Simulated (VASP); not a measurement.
## LiF: single point with PBE

The system is LiF.

```
CELL_PARAMETERS angstrom
0.00000 2.16505 2.01400
2.01400 0.00000 2.01400
2.01400 2.16505 0.00000
ATOMIC_POSITIONS crystal
Li 0.00000 0.00000 0.00000
F 0.50000 0.50000 0.50000
```

The cell isn't the ideal one: strain +0.0750 x Voigt [0, 1, 0, 0, 0, 0], atoms carried along.

```json
{"Program": "VASP 6.6.1", "Task": "single point", "Functional": "PBE", "Potentials or basis": "VASP PAW PBE potentials, release 64 (Li_sv, F)", "Cutoff": "520 eV", "k mesh": "10 × 10 × 10", "Occupations": "gaussian, width 0.05 eV", "Spin": "no spin polarisation", "Dipole correction": "no", "Further INCAR settings": "ALGO = Fast; EDIFF = 1e-07; NBANDS = 12"}
```

The band gap on the k mesh is 8.38 eV, direct.

Levels at points of the mesh, in eV from the valence-band top:
```csv
k point,band 1,band 2,band 3,band 4,band 5,band 6,band 7,band 8,band 9,band 10
"(0.00, 0.00, 0.00)",-41.15,-19.86,-0.13,-0.13,0.00,8.38,22.00,23.21,23.51,23.51
"(0.50, 0.00, 0.00)",-41.11,-19.49,-2.38,-0.35,-0.21,10.33,15.81,17.71,18.89,28.51
"(0.50, 0.50, 0.00)",-41.09,-19.24,-2.78,-1.25,-0.83,14.52,15.80,16.60,18.58,19.55
"(0.50, 0.00, 0.50)",-41.10,-19.32,-2.81,-0.85,-0.85,13.29,16.47,16.70,20.03,20.03
```

Run time: 17 s on 1 thread of Intel(R) Xeon(R) Platinum 8488C (Sapphire Rapids) (shared host), peak memory 0.14 GiB.

 A k mesh can miss the band edges.
